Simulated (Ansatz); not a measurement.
InSb, DFT, LDA, all-electron LAPW, scalar-relativistic (Ansatz 0.2.0), run on 1 thread of Arm Neoverse V1 on a shared host.

The cell is COD entry 9008853, as deposited and not checked against the literature; nothing was relaxed. The listed cell was then made from it by scaling, straining or moving an atom.

Command: `ansatz run input.yaml --threads 1 --pin off --max-ram 3072MiB --backend cpu --events-out ev --progress --plain --runs-dir out`

```yaml
crystal:
  lattice:
    - [0.0, 3.1735398497, 3.1735398497]
    - [3.1735398497, 0.0, 3.1735398497]
    - [3.1735398497, 3.1735398497, 0.0]
  atoms:
    - { symbol: In, position: [0.0, 0.0, 0.0] }
    - { symbol: Sb, position: [0.75, 0.75, 0.75] }
kpoints:
  mp_grid: { grid: [10, 10, 10] }
scf:
  occupations: { method: fermi_dirac, width: 0.03 }
hamiltonian:
  xc: lda
  pseudopotentials: { kind: all_electron, lapw: { basis_error: 0.00025 } }
output:
  forces: true
  stress: true
  eigenvalues: true
```

(1) How large is the problem that the program sets up?

(2) About how long does it take, and how much memory does it use?

(3) And the same cell and mesh by PAW (frozen-core files), asked for forces, stress, eigenvalues, efg, write_density, write_potential, elf, on the same hardware?

(4) And the same cell and mesh by crystal-made all-electron datasets, asked for forces, stress, eigenvalues, efg, on the same hardware?

## Answers

(1) 47 irreducible k-points, 821 plane waves at Γ, 27 bands.

(2) 39 s of wall time for 6 SCF iterations, with a peak of 0.41 GiB. Times on shared machines scatter by tens of per cent.

(3) 9.9 s, peak memory 0.42 GiB.

(4) 11 s, peak memory 0.54 GiB.
